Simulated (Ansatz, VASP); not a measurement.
**One calculation of S, two programs**

```
S
1.0
     5.36121    3.09530    1.39495
    -5.36121    3.09530    1.39495
     0.00000   -6.19060    1.39495
S
6
Direct
  0.25520 0.14856 0.91424
  0.91424 0.25520 0.14856
  0.14856 0.91424 0.25520
  0.74480 0.85144 0.08576
  0.08576 0.74480 0.85144
  0.85144 0.08576 0.74480
```

Alike in both runs: task single point; functional PBE; k mesh 4 × 4 × 4; occupations methfessel-paxton of order 1, width 0.05 eV; no spin polarisation.

|  | VASP | Ansatz |
| --- | --- | --- |
| version | VASP 6.6.1 | Ansatz 0.2.0 |
| potentials or method | VASP PAW PBE potentials, release 64 (S) | plane waves |
| plane-wave cutoff (eV) | 520 | 420 |
| valence electrons in the cell | 36 | 36 |

|  | VASP | Ansatz | Ansatz less VASP |
| --- | --- | --- | --- |
| gap on the k mesh at the Fermi level (eV) | 1.94 | 1.89 | -0.048 |
| pressure (GPa) | 1.8 | 2.4 | +0.57 |
| largest component of the traceless stress (GPa) | 0.22 | 0.03 | -0.196 |
| rms of the force components (eV/Å) | 0.027 | 0.107 | +0.0802 |

Atom by atom the forces differ by 0.081 eV/Å (rms over components).

A k mesh can miss the band edges. A hybrid or GW would open this gap; PBE tends to underestimate it.
